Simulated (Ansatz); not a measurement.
# Pb: the cost of one run

Method: DFT PBE, scalar-relativistic, in Ansatz 0.2.0.

**1. The starting structure**

It takes space group Fd-3m (No. 227, cubic). The conventional cell has a = 6.878 Å, b = 6.878 Å, c = 6.878 Å, α = 90.00°, β = 90.00°, γ = 90.00°. Around Pb (site symmetry -43m) lie 4 Pb at 2.98 Å.

As a file:

```xyz
2
Lattice="0.0000 3.4390 3.4390 3.4390 0.0000 3.4390 3.4390 3.4390 0.0000" Properties=species:S:1:pos:R:3 pbc="T T T"
Pb    0.0000    0.0000    0.0000
Pb    1.7195    1.7195    1.7195
```

Atoms are numbered in the order of the input: Pb1, Pb2.

**2. The deformed structure**

Space group Fd-3m before, I4_1/amd after.

**3. LAPW, all electrons**

input.yaml reads:

```yaml
crystal:
  lattice:
    - [0.0, 3.4390000555, 3.4733900561]
    - [3.4390000555, 0.0, 3.4733900561]
    - [3.4390000555, 3.4390000555, 0.0]
  atoms:
    - { symbol: Pb, position: [0.0, 0.0, 0.0] }
    - { symbol: Pb, position: [0.25, 0.25, 0.25] }
kpoints:
  mp_grid: { grid: [8, 8, 8] }
  band_path:
    path:
      - [0.0, 0.0, 0.0]
      - [0.0, 0.5, 0.5]
      - [0.25, 0.75, 0.5]
      - [0.0, 0.5, 0.0]
      - [0.0, 0.0, 0.0]
      - [0.5, 0.5, 0.0]
      - [0.3725370062, 0.6274629938, 0.0]
      - [-0.3725370062, 0.3725370062, 0.0]
      - [0.0, 0.0, 0.0]
    npoints: 5
scf:
  occupations: { method: fermi_dirac, width: 0.05 }
hamiltonian:
  xc: pbe
  pseudopotentials: { kind: all_electron, lapw: { basis_error: 0.00025 } }
output:
  forces: true
  stress: true
  eigenvalues: true
```

Run with:

```sh
> ansatz run input.yaml --threads 1 --pin off --max-ram 3072MiB --backend cpu --events-out ev --progress --plain --runs-dir out
```

Q: Estimate wall time and peak memory on 1 thread of Intel Xeon 6975P-C (Granite Rapids), shared host.

About 23 s, with a peak of 0.53 GiB.
